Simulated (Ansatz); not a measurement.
Mo: from a trial structure to a relaxed crystal

Method: DFT PBE, scalar-relativistic, plane waves, PAW in Ansatz 0.2.0. Cutoff 420 eV, Γ-centred k mesh, Gaussian smearing, no spin polarisation in the final step.

Mo was placed on the indium (bct) structure type (I4/mmm, No. 139), at a guessed volume.

```yaml
crystal:
  lattice:
    - [-1.39542, 1.39542, 2.12293]
    - [1.39542, -1.39542, 2.12293]
    - [1.39542, 1.39542, -2.12293]
  atoms:
    - { symbol: Mo, position: [0.00000, 0.00000, 0.00000] }
```

Cell and atoms relax at zero pressure; the relaxation can't lower the symmetry of the start. After a coarse first stage the cell is made exact in the group found at 0.06 Å.

Energies count from the standard state of Mo at the same level.

Task: Which crystal results?

Result: It keeps I4/mmm (No. 139). The result has the indium (bct) structure. Conventional cell: a = 2.634 Å, c = 4.650 Å. Mo is coordinated by 4 Mo at 2.63 Å and 8 Mo at 2.98 Å.

```xyz
1
Lattice="-1.3172 1.3172 2.3250 1.3172 -1.3172 2.3250 1.3172 1.3172 -2.3250" Properties=species:S:1:pos:R:3 pbc="T T T"
Mo    0.0000    0.0000    0.0000
```

Task: What are its volume, energy, density and gap?

Result: The volume per atom is 16.14 Å³ and the density is 9.87 g/cm³. The energy over the standard structure is 0.33 eV/atom. The gap on the 22×22×22 mesh is 0 eV (a metal).

The final run used a 22×22×22 mesh on its 1-atom cell and 0.10 eV smearing. For metals, differences of a few meV/atom aren't resolved. A structure relaxed within its symmetry needn't be a true minimum.